A more complete treatment of the electrons should bring the computed atomization energy of CHF₃ closer to the measured one. On that view RCCSDT(Q), which follows the correlated motion of up to four electrons at once, should win, and PBE, a simple density functional, should trail far behind. The table has it the other way round: PBE misses by 62 kJ/mol and RCCSDT(Q) by 419 kJ/mol, about 22% of the measured value. A negative miss means that the molecule is bound too weakly, and only SPW92 errs on the other side.

Atomization energy of CHF₃ (neutral singlet), computed with Ansatz 0.2.0 at the listed levels of theory in the 6-31G basis. All rows use the MP2(full)/6-31G* geometry and neglect relativity, and core electrons are left out of the correlation treatment.

| level | computed less measured atomization energy (kJ/mol) | rough wall time (s) |
| --- | --- | --- |
| RHF | -868.6 | 0.3 |
| RMP2 | -372.0 | n/a |
| CISD | -543.4 | 5 |
| RCCSD | -438.8 | n/a |
| RCCSD(T) | -422.0 | 0.7 |
| BCCD(T) | -421.2 | 0.6 |
| RCCSDT | -421.6 | n/a |
| RCCSDT(Q) | -418.7 | 20 |
| SPW92 | 266.3 | 0.5 |
| PBE | -62.2 | 0.6 |
| r2SCAN | -163.4 | 1 |
| PBE0 | -185.4 | 0.8 |
| B3LYP | -193.3 | 0.8 |
| wB97M-V | -166.5 | 3 |
| B2PLYP | -272.9 | 0.9 |
| PBE-QIDH | -305.8 | 1 |
| RPA-PBE | -613.7 | 1 |

**The best methods agree on a wrong value.** Correlation adds 450 kJ/mol of binding between RHF and RCCSDT(Q), but the gain has run out well before the measured value is reached. From RCCSD(T) to RCCSDT(Q) the binding grows by only 3.3 kJ/mol. The molecule is also an easy case for coupled cluster, since its closed-shell state is stable and dominated by one determinant. Still higher excitations therefore can't close the gap, and the basis set is left as the main cause. The fixed geometry, the frozen cores and the neglect of relativity should matter far less than hundreds of kJ/mol.

The 6-31G set has only s and p functions on carbon and fluorine and only s functions on hydrogen. In the polar C–F bonds the electron density is distorted along the bond, and describing this well takes d functions on carbon and fluorine. The single C–H bond also gains from p functions on hydrogen, but this should matter much less. A free atom needs such functions much less for its density. The molecule is thus described worse than its fragments, and the binding comes out too small.

**Wave-function methods pay twice.** Coupled cluster builds correlation by moving electrons into empty orbitals, and a small basis offers few of them. The free atoms lose correlation in this way too, but the molecule should lose more, because bonding pairs up electrons that were unpaired in the atoms. An ordinary functional takes correlation from the density and escapes this second cost. The hybrids PBE0, B3LYP and wB97M-V miss by 182 kJ/mol on average, which is 237 kJ/mol less than RCCSDT(Q). Hybrids are known to be much more accurate than this in large basis sets, so most of their miss should be the price of a poorly described density. The gap of 237 kJ/mol overstates the second cost, though. Hartree–Fock binding is expected to suffer more from the missing d functions than the binding of a hybrid does, so a good part of the gap belongs to the first cost. For coupled cluster too, the poorly described density should be the larger of the two losses.

The double hybrids B2PLYP and PBE-QIDH take part of their correlation from empty orbitals, and they fall between the ordinary hybrids and coupled cluster. They also hold more exact exchange than PBE0 or B3LYP, which probably lowers their binding as well. RPA takes all its correlation from empty orbitals and lies lower still, at −614 kJ/mol. It is also known to bind molecules too weakly in large basis sets, so its miss mixes two errors that this table can't separate.

**PBE gains from two opposite errors.** Simple functionals are known to overbind, the local density approximation SPW92 most of all. In the same basis PBE binds 120 kJ/mol more strongly than the mean of the three hybrids, and SPW92 448 kJ/mol more. PBE's overbinding cancels much of the basis error, while that of SPW92 exceeds it. Replacing part of PBE's exchange by exact exchange, as PBE0 does, removes 123 kJ/mol of binding and most of the cancellation. The more refined r2SCAN has no exact exchange either, yet it lies with the hybrids, in line with its known much weaker tendency to overbind than PBE. A larger basis should therefore improve the hybrids but push PBE towards overbinding.

**RMP2 and CISD fail at opposite ends of the reaction.** RMP2 binds 50 kJ/mol more than RCCSD(T), and CISD binds 105 kJ/mol less than RCCSD. An atomization energy is a difference, so an error may sit in the molecule or in the free atoms. The correlation energy of the atoms follows from that of the molecule once the correlation part of the binding is taken off. For RMP2:

- correlation part of the binding: 868.6 − 372.0 = 496.6 kJ/mol, or 5.15 eV
- correlation energy of the molecule: 12.25 eV
- correlation energy of all five atoms: 12.25 − 5.15 = 7.10 eV

This balance has no adjustable constant. It assumes that all wave-function rows share the same Hartree–Fock energies for the atoms, and it can't say which atom carries the error.

Measured against RCCSD(T) in the same basis, RMP2 recovers 97% of the correlation energy in the molecule but only 89% in the atoms. Atoms that lie too high in energy make the molecule look more strongly bound. Free carbon should fare worst, since its empty 2p orbital lies close to the filled 2s orbital, a situation that second-order perturbation theory handles poorly. Each fluorine atom should lose a smaller share, but there are three of them, and together they may account for as much of the shortfall or more.

CISD shows the reverse, with 89% in the molecule and 98% in the atoms. It lets at most two electrons be excited at a time. Atoms computed one by one can each have their own excited pair, but in the molecule all bonds and lone pairs must share a single one. Coupled cluster restores simultaneous excitations of separate pairs, which is why RCCSD recovers the lost binding. The extra shortfall of CISD against RCCSD thus belongs to the method, whereas the large miss common to the coupled-cluster rows belongs mainly to the basis.
